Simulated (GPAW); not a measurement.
The system is CdS (Greenockite).

```xyz
4
Lattice="4.1500 0.0000 0.0000 -2.0750 3.5940 0.0000 0.0000 0.0000 6.7370" Properties=species:S:1:pos:R:3 pbc="T T T"
Cd    2.0750    1.1980    3.3685
Cd    0.0000    2.3960    0.0000
S     2.0750    1.1980    5.8949
S     0.0000    2.3960    2.5264
```

Base run:

* Program: GPAW 26.7.0
* Functional: LDA
* Potentials or basis: the program's PAW data sets (release 1.2.1) made for this functional, newer versions
* Cutoff: 600 eV
* Basis: pw
* k mesh: 5 × 5 × 3
* Occupations: fermi-dirac, width 0.05 eV
* Spin: no spin polarisation

Its results: band gap on the k mesh 0.89 eV, direct; pressure -3.3 GPa; largest force 0.057 eV/Å.

Q: The run is repeated on the same cell with these changes: functional from LDA to PBE; potentials or basis from the program's PAW data sets (release 1.2.1) made for this functional, newer versions to GPAW PAW data sets (gpaw-data 1.2.1), newer versions. What comes out?

A: Band gap on the k mesh 1.18 eV, direct; pressure 1.9 GPa; largest force 0.064 eV/Å.

Not every run made on this cell is shown here.
